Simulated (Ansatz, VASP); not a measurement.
## TiAl3: VASP beside Ansatz

The input INCAR:

```
ALGO     = Normal         # electronic algorithm
EDIFF    = 1E-7           # SCF threshold, eV
ENCUT    = 520            # plane-wave cutoff, eV
GGA      = PS             # functional
ISIF     = 2              # what is computed and relaxed
ISMEAR   = -1             # smearing method
LASPH    = T              # aspherical terms in the spheres
LCHARG   = F              # write CHGCAR
LREAL    = F              # projectors in reciprocal space
LWAVE    = F              # write WAVECAR
NBANDS   = 18             # bands
NELM     = 80             # most SCF steps
PREC     = Accurate       # precision mode
SIGMA    = 0.05           # smearing width, eV
```

Contents of KPOINTS:

```
k-points
0
Gamma
  7 7 7
```

File POSCAR:

```
TiAl3
1.0
    4.0332531278      0.0000000000      0.0000000000
    0.0000000000      4.0332531278      0.0000000000
    0.0000000000      0.0000000000      4.0332531278
Ti Al
1 3
Direct
    0.0000000000      0.0000000000      0.0000000000
    0.0000000000      0.5000000000      0.5000000000
    0.5000000000      0.0000000000      0.5000000000
    0.5000000000      0.5000000000      0.0000000000
```

input.yaml

```yaml
crystal:
  lattice:
    - [4.0332531278, 0.0, 0.0]
    - [0.0, 4.0332531278, 0.0]
    - [0.0, 0.0, 4.0332531278]
  atoms:
    - { symbol: Ti, position: [0.0, 0.0, 0.0] }
    - { symbol: Al, position: [0.0, 0.5, 0.5] }
    - { symbol: Al, position: [0.5, 0.0, 0.5] }
    - { symbol: Al, position: [0.5, 0.5, 0.0] }
hamiltonian:
  xc: pbesol
  pseudopotentials: { kind: paw }
kpoints:
  mp_grid: { grid: [7, 7, 7] }
scf:
  occupations: { method: fermi_dirac, width: 0.05 }
output:
  forces: true
  stress: true
  eigenvalues: true
```

Change from the starting cell: volume scaled by 1.06.

Alike in both runs: task single point; functional PBEsol; k mesh 7 × 7 × 7; occupations fermi-dirac, width 0.05 eV; no spin polarisation.

|  | VASP | Ansatz |
| --- | --- | --- |
| version | VASP 6.6.1 | Ansatz 0.2.0 |
| potentials or method | VASP PAW PBE potentials, release 64 (Ti_sv, Al) | Ansatz PAW |
| plane-wave cutoff (eV) | 520 | 420 |
| valence electrons in the cell | 21 | 21 |

```csv
,VASP,Ansatz,Ansatz less VASP
gap on the k mesh at the Fermi level (eV),none,none,-
pressure (GPa),-6.2,-6.2,-0.09
```

A gap of «none» marks a metal or a gap that the smearing closes. The functional is the same, so the differences come from potentials, cutoffs and numerics.

Caveats: the PAW data sets were made with another functional, which shifts forces and pressure a little (VASP); the PAW data sets come from PBE, with cores solved anew for the run's functional, which leaves a small shift of forces and pressure (Ansatz).
